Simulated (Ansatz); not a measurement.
Input and command of a plane-wave DFT calculation in Ansatz:

```yaml
crystal:
  lattice:
    - [0.0, 3.2925, 3.2925]
    - [3.2925, 0.0, 3.2925]
    - [3.2925, 3.2925, 0.0]
  atoms:
    - { symbol: K, position: [-0.0398633257, -0.0398633257, 0.0398633257] }
    - { symbol: Br, position: [0.5, 0.5, 0.5] }
basis:
  ecutwfc: 420
kpoints:
  mp_grid: { grid: [6, 6, 6] }
hamiltonian:
  xc: pbe
scf:
  occupations: { method: gaussian, width: 0.05 }
output:
  forces: true
  stress: true
  eigenvalues: true
```

```bash
ansatz run input.yaml --threads 1 --pin off --max-ram 2560MiB --backend cpu --events-out ev --progress --plain --runs-dir out
```

Processor: Arm Neoverse V1, 1 thread, on a host shared with other jobs.

Task: How long does it run, and how much memory does it take?

Result: About 2.7 s on 1 thread of Arm Neoverse V1 (shared host), peak memory 0.31 GiB. It solves 12 bands at 30 k points (the mesh reduced by symmetry) with about 1411 plane waves, in 6 SCF iterations.
